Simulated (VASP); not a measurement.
# C (P6_3/mmc) in VASP: notebook

One crystal, C, is run at these levels: PBE; tasks: single point, relaxation of cell and atoms.

All numbers are computed with VASP 6.6.1; they aren't measurements. Logs are shortened: lines on timing, memory, paths and dates and some standing lists are left out, and cuts for length are marked.

## 1. The structure

The structure is hexagonal, space group P6_3/mmc (No. 194). The conventional cell has a = 4.458 Å, b = 4.458 Å, c = 2.531 Å, α = 90.00°, β = 90.00°, γ = 120.00°. Around C (site symmetry mm2) lie 4 C at 1.50 to 1.53 Å.

The cell was built by a generator and needn't be a form met in nature.

## 2. Single point, PBE

Input file INCAR:

```
SYSTEM = C
  ALGO = Fast
  EDIFF = 1E-6
  ENCUT = 520
  GGA = PE
  ISIF = 2
  ISMEAR = 0
  LASPH = .TRUE.
  LCHARG = .FALSE.
  LREAL = .FALSE.
  LWAVE = .FALSE.
  NBANDS = 21
  NELM = 100
  PREC = Accurate
  SIGMA = 0.1
```

Input file KPOINTS:

```
k-points
0
G
  6 6 6
  0 0 0
```

Input file POSCAR:

```
C
1.0
    4.4579283922      0.0000000000      0.0000000000
   -2.2289641961      3.8606792359      0.0000000000
    0.0000000000      0.0000000000      2.5306124304
C
6
Direct
    0.8957457768      0.4478728884      0.2500000000
    0.4478728884      0.8957457768      0.7500000000
    0.4478728884      0.5521271116      0.7500000000
    0.1042542232      0.5521271116      0.7500000000
    0.5521271116      0.4478728884      0.2500000000
    0.5521271116      0.1042542232      0.2500000000
```

Potentials or basis: VASP PAW PBE potentials, release 64 (C).

Started as:

```sh
$ cat potpaw_PBE.64/C/POTCAR > POTCAR
$ mpirun -np 1 vasp_std > vasp.out
```

OUTCAR:

```text
SYSTEM = C
   EDIFF = 1E-6
   ENCUT = 520
   GGA = PE
   ISIF = 2
   ISMEAR = 0
   LASPH = .TRUE.
   LREAL = .FALSE.
   NELM = 100
   PREC = Accurate

 ion  position               nearest neighbor table
   1  0.896  0.448  0.250-   4 1.50   4 1.50   5 1.53   6 1.53
   2  0.448  0.896  0.750-   6 1.50   6 1.50   3 1.53   4 1.53
   3  0.448  0.552  0.750-   5 1.50   5 1.50   4 1.53   2 1.53
   4  0.104  0.552  0.750-   1 1.50   1 1.50   3 1.53   2 1.53
   5  0.552  0.448  0.250-   3 1.50   3 1.50   1 1.53   6 1.53
   6  0.552  0.104  0.250-   2 1.50   2 1.50   5 1.53   1 1.53

  LATTYP: Found a hexagonal cell.
 ALAT       =     4.4579283922
 C/A-ratio  =     0.5676655630

  Lattice vectors:

 A1 = (   4.4579283922,   0.0000000000,   0.0000000000)
 A2 = (  -2.2289641961,   3.8606792359,   0.0000000000)
 A3 = (   0.0000000000,   0.0000000000,   2.5306124304)

Analysis of symmetry for initial positions (statically):
=====================================================================
 Subroutine PRICEL returns:
 Original cell was already a primitive cell.

 Routine SETGRP: Setting up the symmetry group for a
 hexagonal supercell.

 Subroutine GETGRP returns: Found 24 space group operations
 (whereof 12 operations were pure point group operations)
 out of a pool of 24 trial point group operations.

The static configuration has the point symmetry D_3d.
 The point group associated with its full space group is D_6h.

Analysis of symmetry for dynamics (positions and initial velocities):
=====================================================================
 Subroutine PRICEL returns:
 Original cell was already a primitive cell.

 Routine SETGRP: Setting up the symmetry group for a
 hexagonal supercell.

 Subroutine GETGRP returns: Found 24 space group operations
 (whereof 12 operations were pure point group operations)
 out of a pool of 24 trial point group operations.

The dynamic configuration has the point symmetry D_3d.
 The point group associated with its full space group is D_6h.

 Subroutine INISYM returns: Found 24 space group operations
 (whereof 12 operations are pure point group operations),
 and found     1 'primitive' translations

----------------------------------------------------------------------------------------

                                     Primitive cell

  volume of cell :      43.5534

  direct lattice vectors                    reciprocal lattice vectors
     4.457928392  0.000000000  0.000000000     0.224319440  0.129510889  0.000000000
    -2.228964196  3.860679236  0.000000000     0.000000000  0.259021778  0.000000000
     0.000000000  0.000000000  2.530612430     0.000000000  0.000000000  0.395161261

  length of vectors
     4.457928392  4.457928392  2.530612430     0.259021778  0.259021778  0.395161261

  position of ions in fractional coordinates (direct lattice)
     0.895745777  0.447872888  0.250000000
     0.447872888  0.895745777  0.750000000
     0.447872888  0.552127112  0.750000000
     0.104254223  0.552127112  0.750000000
     0.552127112  0.447872888  0.250000000
     0.552127112  0.104254223  0.250000000

  ion indices of the primitive-cell ions
   primitive index   ion index
                 1           1
                 2           2
                 3           3
                 4           4
                 5           5
                 6           6

----------------------------------------------------------------------------------------

 KPOINTS: k-points

Automatic generation of k-mesh.
 Grid dimensions read from file:
 generate k-points for:    6    6    6

 Generating k-lattice:

  Cartesian coordinates                     Fractional coordinates (reciprocal lattice)
     0.037386573  0.021585148  0.000000000     0.166666667 -0.000000000  0.000000000
     0.000000000  0.043170296  0.000000000     0.000000000  0.166666667  0.000000000
     0.000000000  0.000000000  0.065860210     0.000000000  0.000000000  0.166666667

  Length of vectors
     0.043170296  0.043170296  0.065860210

  Shift w.r.t. Gamma in fractional coordinates (k-lattice)
     0.000000000  0.000000000  0.000000000

 Subroutine IBZKPT returns following result:
 ===========================================

 Found     28 irreducible k-points:

 Following reciprocal coordinates:
            Coordinates               Weight
  0.000000  0.000000  0.000000      1.000000
  0.166667 -0.000000  0.000000      6.000000
  0.333333  0.000000  0.000000      6.000000
  0.500000 -0.000000  0.000000      3.000000
  0.166667  0.166667  0.000000      6.000000
  0.333333  0.166667  0.000000     12.000000
[... 16 lines left out ...]
  0.166667 -0.000000  0.500000      6.000000
  0.333333  0.000000  0.500000      6.000000
 [... further k-points ...]
   k-points           NKPTS =     28   k-points in BZ     NKDIM =     28   number of bands    NBANDS=     21
   number of dos      NEDOS =    301   number of ions     NIONS =      6
   total plane-waves  NPLWV =  25920
   dimension x,y,z NGX =    36 NGY =   36 NGZ =   20
   dimension x,y,z NGXF=    72 NGYF=   72 NGZF=   40
   ions per type =               6
   NGX,Y,Z   is equivalent  to a cutoff of  13.43, 13.43, 13.14 a.u.
   NGXF,Y,Z  is equivalent  to a cutoff of  26.85, 26.85, 26.28 a.u.
 SYSTEM =  C
   PREC   = accura    normal or accurate (medium, high low for compatibility)
   ISTART =      0    job   : 0-new  1-cont  2-samecut
   ICHARG =      2    charge: 1-file 2-atom 10-const
   ISPIN  =      1    spin polarized calculation?
   LNONCOLLINEAR =      F non collinear calculations
   LSORBIT =      F    spin-orbit coupling
   LASPH  =      T    aspherical Exc in radial PAW
   ENCUT  =  520.0 eV  38.22 Ry    6.18 a.u.   8.29  8.29  4.71*2*pi/ulx,y,z
   NELM   =    100;   NELMIN=  2; NELMDL= -5     # of ELM steps
   EDIFF  = 0.1E-05   stopping-criterion for ELM
[... 8 lines left out ...]
   TEBEG  =    0.0;   TEEND  =   0.0 temperature during run
   PSTRESS=    0.0 pullay stress
   NELECT =      24.0000    total number of electrons
   NUPDOWN=      -1.0000    fix difference up-down
   EMIN   =  10.00;   EMAX   =-10.00  energy-range for DOS
   EFERMI =   0.00;   METHOD = LEGACY
   ISMEAR =     0;   SIGMA  =   0.10  broadening in eV -4-tet -1-fermi 0-gaus
   EFERMI_NEDOS =   21; number of points for ismear=-14 and -15
   IALGO  =     68    algorithm
   IMIX   =      4    mixing-type and parameters
     AMIX     =   0.40;   BMIX     =  1.00
     AMIX_MAG =   1.60;   BMIX_MAG =  1.00
  volume/ion in A,a.u.               =       7.26        48.99
  Fermi-wavevector in a.u.,A,eV,Ry     =   1.342160  2.536315 24.509462  1.801395
  Thomas-Fermi vector in A             =   2.470336
   LORBIT       =      0    0 simple, 1 ext, 2 COOP (PROOUT), +10 PAW based schemes
   GGA     = PE    functional components
   LHFCALC =     F    Hartree Fock is set to
   AEXX    =    0.0000 exact exchange contribution
   IVDW    =     0    specifies the selected vdW correction
   LEPSILON=     F    determine dielectric tensor
   LRPA    =     F    only Hartree local field effects (RPA)
 non-spin polarized calculation
 RMM-DIIS sequential band-by-band and
 Gauss-broadening in eV      SIGMA  =   0.10
  energy-cutoff  :      520.00
  volume of cell :       43.55
 maximum number of plane-waves:      1199
 NGX is ok and might be reduce to    36
   NGX = 17   NGY = 17   NGZ =  9

 number of electron      24.0000000 magnetization

 Free energy of the ion-electron system (eV)
  ---------------------------------------------------
  ext. energy  EPLUGINS =         0.00000000
  ---------------------------------------------------
  free energy    TOTEN  =       -52.86475762 eV

  energy without entropy =      -52.86475762  energy(sigma->0) =      -52.86475762

 E-fermi :   8.1650     XC(G=0): -11.3126

 val. band max:        7.6329472188   @ k =   0.0000   0.0000   0.0000
 cond. band min:       9.9098832228   @ k =   0.0000   0.0000   0.0000
 fundamental gap:      2.2769360040
 Fermi energy:         8.1650204648

 k-point     1 :       0.0000    0.0000    0.0000
  band No.  band energies     occupation
      1     -14.5477      2.00000
      2     -10.0080      2.00000
      3      -7.5975      2.00000
      4      -7.5975      2.00000
      5      -1.9304      2.00000
      6      -1.9304      2.00000
[... 13 lines left out ...]
     20      16.7271      0.00000
     21      20.8061      0.00000

 k-point     2 :       0.1667   -0.0000    0.0000
  band No.  band energies     occupation
      1     -14.3932      2.00000
      2     -10.6905      2.00000
      3      -7.7039      2.00000
      4      -6.8997      2.00000
      5      -2.1162      2.00000
      6      -1.4533      2.00000
[... 13 lines left out ...]
     20      17.0619      0.00000
     21      20.2309      0.00000

 k-point     3 :       0.3333    0.0000    0.0000
  band No.  band energies     occupation
      1     -13.9655      2.00000
      2     -11.7726      2.00000
      3      -7.8941      2.00000
      4      -5.8881      2.00000
      5      -2.3388      2.00000
      6      -0.1722      2.00000
[... 13 lines left out ...]
     20      18.2539      0.00000
     21      18.8149      0.00000
[... 457 lines left out ...]
 k-point    23 :       0.1667   -0.0000    0.5000
  band No.  band energies     occupation
      1     -10.6065      2.00000
      2     -10.6065      2.00000
      3      -5.4865      2.00000
      4      -5.4865      2.00000
      5      -3.8453      2.00000
      6      -3.8453      2.00000
[... 13 lines left out ...]
     20      17.3167      0.00000
     21      19.7215      0.00000

 k-point    24 :       0.3333    0.0000    0.5000
  band No.  band energies     occupation
      1     -10.3993      2.00000
      2     -10.3993      2.00000
      3      -6.4037      2.00000
      4      -6.4037      2.00000
      5      -3.9628      2.00000
      6      -3.9628      2.00000
[... 13 lines left out ...]
     20      17.3679      0.00000
     21      20.2434      0.00000

 [... further k-points ...]

------------------------ aborting loop because EDIFF is reached ----------------------------------------

  FORCE on cell =-STRESS in cart. coord.  units (eV):
  Direction    XX          YY          ZZ          XY          YZ          ZX
  --------------------------------------------------------------------------------------
  -------------------------------------------------------------------------------------
  Total        0.0998468      0.0998468      0.0431242      0.0000000      0.0000000      0.0000000
  in kB        3.6730108      3.6730108      1.5863886      0.0000000      0.0000000      0.0000000
  external PRESSURE =       2.9774701 kB  Pullay stress =       0.0000000 kB

 VOLUME and BASIS-vectors are now :
 -----------------------------------------------------------------------------
  energy-cutoff  :      520.00
  volume of cell :       43.55
      direct lattice vectors                 reciprocal lattice vectors
     4.457928392  0.000000000  0.000000000     0.224319440  0.129510889  0.000000000
    -2.228964196  3.860679236  0.000000000     0.000000000  0.259021778  0.000000000
     0.000000000  0.000000000  2.530612430     0.000000000  0.000000000  0.395161261

 POSITION                                       TOTAL-FORCE (eV/Angst)
 -----------------------------------------------------------------------------------
      2.99488      1.72909      0.63265         0.040644      0.023466      0.000000
      0.00000      3.45819      1.89796         0.000000      0.046932     -0.000000
      0.76591      2.13159      1.89796         0.040644     -0.023466      0.000000
     -0.76591      2.13159      1.89796        -0.040644     -0.023466      0.000000
      1.46305      1.72909      0.63265        -0.040644      0.023466     -0.000000
      2.22896      0.40249      0.63265         0.000000     -0.046932      0.000000
 -----------------------------------------------------------------------------------
    total drift:                                0.000000      0.000000     -0.000000

  FREE ENERGIE OF THE ION-ELECTRON SYSTEM (eV)
  ---------------------------------------------------
  free  energy   TOTEN  =       -52.8647576235 eV

  energy  without entropy=      -52.8647576235  energy(sigma->0) =      -52.86475762
```

Wall time 41 s (1 thread of Intel Xeon Platinum 8488C (Sapphire Rapids), shared host); peak memory 0.15 GiB.

Results:

```yaml
Free_energy: -52.8648 eV
Pressure: 0.3 GPa
Largest_force: 0.047 eV/Å
Band_gap_on_the_k_mesh: 2.28 eV, direct
```

Forces on the atoms (eV/Å):
```
C    0.041  0.023  0.000
C    0.000  0.047  0.000
C    0.041 -0.023  0.000
C   -0.041 -0.023  0.000
C   -0.041  0.023  0.000
C    0.000 -0.047  0.000
```

Levels at points of the mesh, in eV from the valence-band top:
```
           k point  band 10  band 11  band 12  band 13  band 14  band 15
(0.00, 0.00, 0.00)    -3.61     0.00     0.00     2.28     3.41     3.94
(0.50, 0.00, 0.00)    -5.59    -3.64    -1.73     4.64     5.02     5.92
(0.00, 0.00, 0.50)    -5.24    -5.24    -5.24     5.64     5.64     6.80
(0.50, 0.00, 0.50)    -5.32    -4.17    -4.17     4.20     4.20     4.61
```

A k mesh can miss the band edges.

[end of part 1 of 2]
